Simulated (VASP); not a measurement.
Wanted: the native input for a VASP 6.6.1 run.

* Task: relaxation of cell and atoms
* Functional: PBEsol
* Dispersion: D4
* Potentials or basis: VASP PAW PBE potentials, release 64 (Ge_d)
* Cutoff: 600 eV
* k mesh: 8 × 8 × 8
* Occupations: fermi-dirac, width 0.05 eV
* Spin: no spin polarisation
* Further INCAR settings: ALGO = Normal; EDIFF = 1e-07; IBRION = 2; EDIFFG = -0.02; NSW = 40; ISIF = 3

The structure of Ge lies in POSCAR:

```
Ge
1.0
    0.0000000000      2.8289100000      2.8289100000
    2.8289100000      0.0000000000      2.8289100000
    2.8289100000      2.8289100000      0.0000000000
Ge
2
Direct
    0.7500000000      0.7500000000      0.7500000000
    0.5000000000      0.5000000000      0.5000000000
```

One way to write it, as run:

INCAR

```
SYSTEM = Ge
PREC = Accurate
ENCUT = 600
EDIFF = 1E-7
ISMEAR = -1
SIGMA = 0.05
LREAL = .FALSE.
LASPH = .TRUE.
NELM = 80
ALGO = Normal
ISIF = 3
LWAVE = .FALSE.
LCHARG = .FALSE.
GGA = PS
IVDW = 13
IBRION = 2
NSW = 40
EDIFFG = -0.02
```

KPOINTS

```
regular mesh
0
G
  8 8 8
  0 0 0
```

Potentials or basis: VASP PAW PBE potentials, release 64 (Ge_d).

Launch:

```bash
$ cat potpaw_PBE.64/Ge_d/POTCAR > POTCAR
$ mpirun -np 1 vasp_std > vasp.out
```

Results of the run:

```
Relaxed volume                         : 22.43 Å³/atom
Relaxed cell                           : a = 3.988 Å, b = 3.988 Å, c = 3.988 Å, α = 60.00°, β = 60.00°, γ = 60.00°
Space group after relaxing (to 0.05 Å) : Fd-3m (No. 227)
Energy gained by relaxing              : 0.4 meV/atom
Ionic steps                            : 3
Pressure after relaxing                : 0.0 GPa
Band gap on the k mesh                 : 0.08 eV, direct
Dispersion energy per atom             : -0.188 eV
```

Caveat: the PAW data sets were made with another functional, which shifts forces and pressure a little.

Wall time 42 s on 1 thread of Intel(R) Xeon(R) Platinum 8259CL CPU @ 2.50GHz (Skylake/Cascade Lake) (shared host), peak memory 0.19 GiB.
